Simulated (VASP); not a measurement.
A run of VASP 6.6.1:

Contents of INCAR:

```
ALGO = Fast ; EDIFF = 1E-7
ENCUT = 520 ; GGA = PE
ISIF = 2 ; ISMEAR = 0
LASPH = True ; LCHARG = False
LREAL = False ; LWAVE = False
NBANDS = 12 ; NELM = 100
PREC = Accurate ; SIGMA = 0.1
```

Contents of KPOINTS:

```
k-points
0
Gamma
  18 18 18
```

The input POSCAR:

```
Au
1.0
   -1.6506545192      1.6506545192      1.6506545192
    1.6506545192     -1.6506545192      1.6506545192
    1.6506545192      1.6506545192     -1.6506545192
Au
1
Direct
    0.0000000000      0.0000000000      0.0000000000
```

Potentials or basis: VASP PAW PBE potentials, release 64 (Au).

The run is started by

```bash
$ cat potpaw_PBE.64/Au/POTCAR > POTCAR
$ mpirun -np 1 vasp_std > vasp.out
```

Hardware: 1 thread of Intel(R) Xeon(R) 6975P-C (Granite Rapids), on a shared host.

How long does it take, and how much memory?

Wall time 13 s on 1 thread of Intel(R) Xeon(R) 6975P-C (Granite Rapids) (shared host), peak memory 0.17 GiB. Counts: scf iterations 13, k points 195.
